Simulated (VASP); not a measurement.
# MnO2 (P4_2/mnm) in VASP: single point with PBE+U

Aim: the single point of MnO2 with PBE+U.

All numbers are computed with VASP 6.6.1; they aren't measurements. Logs are shortened: lines on timing, memory, paths and dates and some standing lists are left out, and cuts for length are marked.

**1. The structure**

The structure is tetragonal, space group P4_2/mnm (No. 136). The conventional cell has a = 4.398 Å, b = 4.398 Å, c = 2.873 Å, α = 90.00°, β = 90.00°, γ = 90.00°. Mn (site symmetry mmm) is surrounded by 6 O at 1.88 to 1.90 Å. O (site symmetry m2m) is surrounded by 3 Mn at 1.88 to 1.90 Å.

**2. Single point, PBE+U, collinear spin, typed start**

File INCAR:

```
PREC = Accurate
ENCUT = 520
EDIFF = 1E-6
ISMEAR = 0
SIGMA = 0.1
LREAL = False
LASPH = True
NELM = 150
ALGO = Fast
ISIF = 2
LWAVE = False
LCHARG = False
ISPIN = 2
MAGMOM = 4.5 4.5 0 0 0 0
LORBIT = 11
LMAXMIX = 4
LDAU = True
LDAUTYPE = 2
LDAUL = 2 -1
LDAUU = 6.3 0
LDAUJ = 0 0
LDAUPRINT = 1
GGA = PE
NBANDS = 38
```

File KPOINTS:

```
regular mesh
0
Gamma
  5 5 7
```

File POSCAR:

```
MnO2
1.0
    4.3983000000      0.0000000000      0.0000000000
    0.0000000000      4.3983000000      0.0000000000
    0.0000000000      0.0000000000      2.8730000000
Mn O
2 4
Direct
    0.0000000000      0.0000000000      0.0000000000
    0.5000000000      0.5000000000      0.5000000000
    0.3051500000      0.3051500000      0.0000000000
    0.1948500000      0.8051500000      0.5000000000
    0.6948500000      0.6948500000      0.0000000000
    0.8051500000      0.1948500000      0.5000000000
```

Potentials or basis: VASP PAW PBE potentials, release 64 (Mn_pv, O).

Started as:

```
> cat potpaw_PBE.64/Mn_pv/POTCAR potpaw_PBE.64/O/POTCAR > POTCAR
> mpirun -np 1 vasp_std > vasp.out
```

OUTCAR:

```text
PREC = Accurate
   ENCUT = 520
   EDIFF = 1E-6
   ISMEAR = 0
   LREAL = False
   LASPH = True
   NELM = 150
   ISIF = 2
   ISPIN = 2
   LORBIT = 11
   GGA = PE

 ion  position               nearest neighbor table
   1  0.000  0.000  0.000-   4 1.88   6 1.88   4 1.88   6 1.88   5 1.90   3 1.90
   2  0.500  0.500  0.500-   3 1.88   5 1.88   3 1.88   5 1.88   4 1.90   6 1.90
   3  0.305  0.305  0.000-   2 1.88   2 1.88   1 1.90
   4  0.195  0.805  0.500-   1 1.88   1 1.88   2 1.90
   5  0.695  0.695  0.000-   2 1.88   2 1.88   1 1.90
   6  0.805  0.195  0.500-   1 1.88   1 1.88   2 1.90

  LATTYP: Found a simple tetragonal cell.
 ALAT       =     4.3983000000
 C/A-ratio  =     0.6532069209

  Lattice vectors:

 A1 = (   4.3983000000,   0.0000000000,   0.0000000000)
 A2 = (   0.0000000000,   4.3983000000,   0.0000000000)
 A3 = (   0.0000000000,   0.0000000000,   2.8730000000)

Analysis of symmetry for initial positions (statically):
=====================================================================
 Subroutine PRICEL returns:
 Original cell was already a primitive cell.

 Routine SETGRP: Setting up the symmetry group for a
 simple tetragonal supercell.

 Subroutine GETGRP returns: Found 16 space group operations
 (whereof  8 operations were pure point group operations)
 out of a pool of 16 trial point group operations.

The static configuration has the point symmetry D_2h.
 The point group associated with its full space group is D_4h.

Analysis of symmetry for dynamics (positions and initial velocities):
=====================================================================
 Subroutine PRICEL returns:
 Original cell was already a primitive cell.

 Routine SETGRP: Setting up the symmetry group for a
 simple tetragonal supercell.

 Subroutine GETGRP returns: Found 16 space group operations
 (whereof  8 operations were pure point group operations)
 out of a pool of 16 trial point group operations.

The dynamic configuration has the point symmetry D_2h.
 The point group associated with its full space group is D_4h.

Analysis of structural, dynamic, and magnetic symmetry:
=====================================================================
 Subroutine PRICEL returns:
 Original cell was already a primitive cell.

 Routine SETGRP: Setting up the symmetry group for a
 simple tetragonal supercell.

 Subroutine GETGRP returns: Found 16 space group operations
 (whereof  8 operations were pure point group operations)
 out of a pool of 16 trial point group operations.

The overall configuration has the point symmetry D_2h.
 The point group associated with its full space group is D_4h.

 Subroutine INISYM returns: Found 16 space group operations
 (whereof  8 operations are pure point group operations),
 and found     1 'primitive' translations

----------------------------------------------------------------------------------------

                                     Primitive cell

  volume of cell :      55.5783

  direct lattice vectors                    reciprocal lattice vectors
     4.398300000  0.000000000  0.000000000     0.227360571  0.000000000  0.000000000
     0.000000000  4.398300000  0.000000000     0.000000000  0.227360571  0.000000000
     0.000000000  0.000000000  2.873000000     0.000000000  0.000000000  0.348068221

  length of vectors
     4.398300000  4.398300000  2.873000000     0.227360571  0.227360571  0.348068221

  position of ions in fractional coordinates (direct lattice)
     0.000000000  0.000000000  0.000000000
     0.500000000  0.500000000  0.500000000
     0.305150000  0.305150000  0.000000000
     0.194850000  0.805150000  0.500000000
     0.694850000  0.694850000  0.000000000
     0.805150000  0.194850000  0.500000000

  ion indices of the primitive-cell ions
   primitive index   ion index
                 1           1
                 2           2
                 3           3
                 4           4
                 5           5
                 6           6

[... 107 lines left out ...]
 Gauss-broadening in eV      SIGMA  =   0.10
  energy-cutoff  :      520.00
  volume of cell :       55.58
 maximum number of plane-waves:      1510
 NGX is ok and might be reduce to    36
   NGX = 17   NGY = 17   NGZ = 11

atom =   1  type =  1  l = 2

 onsite density matrix

spin component  1

  0.6748  0.0000  0.1734  0.0000  0.0000
  0.0000  0.7650  0.0000  0.2079  0.0000
  0.1734  0.0000  0.8578  0.0000 -0.0000
  0.0000  0.2079  0.0000  0.7650  0.0000
  0.0000  0.0000 -0.0000  0.0000  0.9778

spin component  2

  0.2085  0.0000 -0.1035  0.0000  0.0000
  0.0000  0.1954  0.0000 -0.1144  0.0000
 -0.1035  0.0000  0.1244  0.0000 -0.0000
  0.0000 -0.1144  0.0000  0.1954  0.0000
  0.0000  0.0000 -0.0000  0.0000  0.0832

 occupancies and eigenvectors

  o =  0.0548  v =  0.0000  0.0000  0.0000  0.0000  0.0000 -0.5583  0.0000 -0.8296  0.0000 -0.0000      0.0000  0.0000  0.0000  0.0000  0.0000  0.0000  0.0000  0.0000  0.0000  0.0000
  o =  0.0810  v =  0.0000  0.0000  0.0000  0.0000  0.0000  0.0000 -0.7071  0.0000 -0.7071 -0.0000      0.0000  0.0000  0.0000  0.0000  0.0000  0.0000  0.0000  0.0000  0.0000  0.0000
  o =  0.0832  v =  0.0000  0.0000  0.0000  0.0000  0.0000 -0.0000 -0.0000 -0.0000  0.0000  1.0000      0.0000  0.0000  0.0000  0.0000  0.0000  0.0000  0.0000  0.0000  0.0000  0.0000
  o =  0.2781  v =  0.0000  0.0000  0.0000  0.0000  0.0000 -0.8296  0.0000  0.5583  0.0000 -0.0000      0.0000  0.0000  0.0000  0.0000  0.0000  0.0000  0.0000  0.0000  0.0000  0.0000
  o =  0.3097  v =  0.0000  0.0000  0.0000  0.0000  0.0000  0.0000 -0.7071  0.0000  0.7071 -0.0000      0.0000  0.0000  0.0000  0.0000  0.0000  0.0000  0.0000  0.0000  0.0000  0.0000
  o =  0.5571  v =  0.0000  0.7071  0.0000 -0.7071  0.0000  0.0000  0.0000  0.0000  0.0000  0.0000      0.0000  0.0000  0.0000  0.0000  0.0000  0.0000  0.0000  0.0000  0.0000  0.0000
  o =  0.5702  v =  0.8563  0.0000 -0.5165  0.0000 -0.0000  0.0000  0.0000  0.0000  0.0000  0.0000      0.0000  0.0000  0.0000  0.0000  0.0000  0.0000  0.0000  0.0000  0.0000  0.0000
  o =  0.9624  v =  0.5165 -0.0000  0.8563  0.0000  0.0000  0.0000  0.0000  0.0000  0.0000  0.0000      0.0000  0.0000  0.0000  0.0000  0.0000  0.0000  0.0000  0.0000  0.0000  0.0000
  o =  0.9729  v =  0.0000  0.7071  0.0000  0.7071  0.0000  0.0000  0.0000  0.0000  0.0000  0.0000      0.0000  0.0000  0.0000  0.0000  0.0000  0.0000  0.0000  0.0000  0.0000  0.0000
  o =  0.9778  v =  0.0000  0.0000  0.0000  0.0000 -1.0000  0.0000  0.0000  0.0000  0.0000  0.0000      0.0000  0.0000  0.0000  0.0000  0.0000  0.0000  0.0000  0.0000  0.0000  0.0000

atom =   2  type =  1  l = 2

 onsite density matrix

spin component  1

  0.6748  0.0000 -0.1734  0.0000  0.0000
  0.0000  0.7650  0.0000 -0.2079  0.0000
 -0.1734  0.0000  0.8578  0.0000  0.0000
  0.0000 -0.2079  0.0000  0.7650  0.0000
  0.0000  0.0000  0.0000  0.0000  0.9778

spin component  2

  0.2085  0.0000  0.1035  0.0000 -0.0000
  0.0000  0.1954  0.0000  0.1144  0.0000
  0.1035  0.0000  0.1244  0.0000  0.0000
  0.0000  0.1144  0.0000  0.1954  0.0000
 -0.0000  0.0000  0.0000  0.0000  0.0832

 occupancies and eigenvectors

  o =  0.0548  v =  0.0000  0.0000  0.0000  0.0000  0.0000 -0.5583 -0.0000  0.8296  0.0000 -0.0000      0.0000  0.0000  0.0000  0.0000  0.0000  0.0000  0.0000  0.0000  0.0000  0.0000
  o =  0.0810  v =  0.0000  0.0000  0.0000  0.0000  0.0000  0.0000  0.7071 -0.0000 -0.7071 -0.0000      0.0000  0.0000  0.0000  0.0000  0.0000  0.0000  0.0000  0.0000  0.0000  0.0000
  o =  0.0832  v =  0.0000  0.0000  0.0000  0.0000  0.0000 -0.0000  0.0000  0.0000  0.0000  1.0000      0.0000  0.0000  0.0000  0.0000  0.0000  0.0000  0.0000  0.0000  0.0000  0.0000
  o =  0.2781  v =  0.0000  0.0000  0.0000  0.0000  0.0000 -0.8296 -0.0000 -0.5583  0.0000 -0.0000      0.0000  0.0000  0.0000  0.0000  0.0000  0.0000  0.0000  0.0000  0.0000  0.0000
  o =  0.3097  v =  0.0000  0.0000  0.0000  0.0000  0.0000  0.0000 -0.7071  0.0000 -0.7071  0.0000      0.0000  0.0000  0.0000  0.0000  0.0000  0.0000  0.0000  0.0000  0.0000  0.0000
  o =  0.5571  v =  0.0000 -0.7071  0.0000 -0.7071 -0.0000  0.0000  0.0000  0.0000  0.0000  0.0000      0.0000  0.0000  0.0000  0.0000  0.0000  0.0000  0.0000  0.0000  0.0000  0.0000
  o =  0.5702  v = -0.8563  0.0000 -0.5165  0.0000  0.0000  0.0000  0.0000  0.0000  0.0000  0.0000      0.0000  0.0000  0.0000  0.0000  0.0000  0.0000  0.0000  0.0000  0.0000  0.0000
  o =  0.9624  v = -0.5165  0.0000  0.8563  0.0000 -0.0000  0.0000  0.0000  0.0000  0.0000  0.0000      0.0000  0.0000  0.0000  0.0000  0.0000  0.0000  0.0000  0.0000  0.0000  0.0000
  o =  0.9729  v =  0.0000 -0.7071  0.0000  0.7071 -0.0000  0.0000  0.0000  0.0000  0.0000  0.0000      0.0000  0.0000  0.0000  0.0000  0.0000  0.0000  0.0000  0.0000  0.0000  0.0000
  o =  0.9778  v =  0.0000  0.0000 -0.0000  0.0000 -1.0000  0.0000  0.0000  0.0000  0.0000  0.0000      0.0000  0.0000  0.0000  0.0000  0.0000  0.0000  0.0000  0.0000  0.0000  0.0000

 number of electron      49.9999964 magnetization       6.0553149

 Free energy of the ion-electron system (eV)
  ---------------------------------------------------
  ext. energy  EPLUGINS =         0.00000000
  ---------------------------------------------------
  free energy    TOTEN  =       -39.25730544 eV

  energy without entropy =      -39.25241485  energy(sigma->0) =      -39.25486014

 E-fermi :   4.9698     XC(G=0): -12.0039

 val. band max:        4.9624605909   @ k =   0.0000   0.0000   0.1429
 cond. band min:       4.9818993274   @ k =   0.2000   0.0000   0.0000
 fundamental gap:      0.0194387364
 Fermi energy:         4.9698456128

 spin component 1

 k-point     1 :       0.0000    0.0000    0.0000
  band No.  band energies     occupation
      1     -45.9249      1.00000
      2     -45.9175      1.00000
      3     -45.9065      1.00000
      4     -45.9065      1.00000
      5     -45.8661      1.00000
      6     -45.8661      1.00000
[... 949 lines left out ...]
     36      18.9219      0.00000
     37      20.5348      0.00000
 Fermi energy:         4.9698456128

 spin component 2

 k-point     1 :       0.0000    0.0000    0.0000
  band No.  band energies     occupation
      1     -42.3449      1.00000
      2     -42.3353      1.00000
      3     -42.2875      1.00000
      4     -42.2875      1.00000
      5     -42.2246      1.00000
      6     -42.2245      1.00000
[... 949 lines left out ...]
     36      19.7081      0.00000
     37      20.8169      0.00000
 [bands above 37 left out]

------------------------ aborting loop because EDIFF is reached ----------------------------------------

  FORCE on cell =-STRESS in cart. coord.  units (eV):
  Direction    XX          YY          ZZ          XY          YZ          ZX
  --------------------------------------------------------------------------------------
  -------------------------------------------------------------------------------------
  Total        5.2326241      5.2326241      7.8675043      0.0000000      0.0000000      0.0000000
  in kB      150.8428721    150.8428721    226.7995808      0.0000000      0.0000000      0.0000000
  external PRESSURE =     176.1617750 kB  Pullay stress =       0.0000000 kB

 VOLUME and BASIS-vectors are now :
 -----------------------------------------------------------------------------
  energy-cutoff  :      520.00
  volume of cell :       55.58
      direct lattice vectors                 reciprocal lattice vectors
     4.398300000  0.000000000  0.000000000     0.227360571  0.000000000  0.000000000
     0.000000000  4.398300000  0.000000000     0.000000000  0.227360571  0.000000000
     0.000000000  0.000000000  2.873000000     0.000000000  0.000000000  0.348068221

 POSITION                                       TOTAL-FORCE (eV/Angst)
 -----------------------------------------------------------------------------------
      0.00000      0.00000      0.00000        -0.000000     -0.000000      0.000000
      2.19915      2.19915      1.43650        -0.000000     -0.000000      0.000000
      1.34214      1.34214      0.00000        -0.142687     -0.142687      0.000000
      0.85701      3.54129      1.43650         0.142687     -0.142687      0.000000
      3.05616      3.05616      0.00000         0.142687      0.142687     -0.000000
      3.54129      0.85701      1.43650        -0.142687      0.142687     -0.000000
 -----------------------------------------------------------------------------------
    total drift:                                0.000000      0.000000      0.000000

  FREE ENERGIE OF THE ION-ELECTRON SYSTEM (eV)
  ---------------------------------------------------
  free  energy   TOTEN  =       -39.2573054359 eV

  energy  without entropy=      -39.2524148494  energy(sigma->0) =      -39.25486014

 total charge

# of ion       s       p       d       tot
------------------------------------------
    1        0.362   6.483   4.815  11.659
    2        0.362   6.483   4.815  11.659
    3        1.570   3.492   0.000   5.062
    4        1.570   3.492   0.000   5.062
    5        1.570   3.492   0.000   5.062
    6        1.570   3.492   0.000   5.062
--------------------------------------------------
tot          7.004  26.934   9.629  43.567

 magnetization (x)

# of ion       s       p       d       tot
------------------------------------------
    1        0.020   0.032   3.230   3.283
    2        0.020   0.032   3.230   3.283
    3       -0.004  -0.137   0.000  -0.141
    4       -0.004  -0.137   0.000  -0.141
    5       -0.004  -0.137   0.000  -0.141
    6       -0.004  -0.137   0.000  -0.141
--------------------------------------------------
tot          0.026  -0.484   6.461   6.002
```

Wall time 59 s (1 thread of Intel Xeon 6975P-C (Granite Rapids), shared host); peak memory 0.23 GiB.

What came out:

- Free energy: -39.2573 eV
- Pressure: 17.6 GPa
- Largest force: 0.202 eV/Å
- Band gap on the k mesh: none (metal or under the smearing width)
- Net moment: 6.06 μB per cell
- Site moments: Mn +3.28; O -0.14 μB
- Valence electrons inside the program's atomic spheres: Mn 11.66; O 5.06

Forces on the atoms (eV/Å):
```
Mn   0.000  0.000  0.000
Mn   0.000  0.000  0.000
O   -0.143 -0.143  0.000
O    0.143 -0.143  0.000
O    0.143  0.143  0.000
O   -0.143  0.143  0.000
```

Eigenvalues of the final occupation matrices:
```tsv
site	spin	trace	eigenvalues
site 1 d	1	4.04	0.56 0.57 0.96 0.97 0.98
site 1 d	2	0.81	0.05 0.08 0.08 0.28 0.31
site 2 d	1	4.04	0.56 0.57 0.96 0.97 0.98
site 2 d	2	0.81	0.05 0.08 0.08 0.28 0.31
```
